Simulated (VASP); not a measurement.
Crystal: BN.

```
CELL_PARAMETERS angstrom
0.00000 1.81300 1.81300
1.81300 0.00000 1.81300
1.81300 1.81300 0.00000
ATOMIC_POSITIONS crystal
N 0.25000 0.25000 0.25000
B 0.00000 0.00000 0.00000
```

The cell is a database's computed one.

- Program: VASP 6.6.1
- Task: relaxation of cell and atoms
- Functional: AM05
- Potentials or basis: VASP PAW PBE potentials, release 64 (N, B)
- Cutoff: 600 eV
- k mesh: 13 × 13 × 13
- Occupations: fermi-dirac, width 0.05 eV
- Spin: no spin polarisation

At the start: pressure -6.6 GPa; volume 5.96 Å³/atom.

Question: Where does the relaxation end?

Answer: Over 3 steps the energy falls by 2.2 meV/atom and the volume is 5.85 Å³/atom (-1.8 %); space group F-43m (No. 216, to 0.05 Å).

Step by step:
```
step  energy change (eV)  largest force (eV/Å)  pressure (GPa)  volume (Å³)
   1              0.0000                0.0000           -6.62        11.92
   2              0.0003                0.0000            7.27        11.50
   3             -0.0044                0.0000           -0.02        11.71
```

Final structure:
```
CELL_PARAMETERS angstrom
0.00000 1.80236 1.80236
1.80236 0.00000 1.80236
1.80236 1.80236 0.00000
ATOMIC_POSITIONS crystal
N 0.25000 0.25000 0.25000
B 0.00000 0.00000 0.00000
```

Caveat: the PAW data sets were made with another functional, which shifts forces and pressure a little.
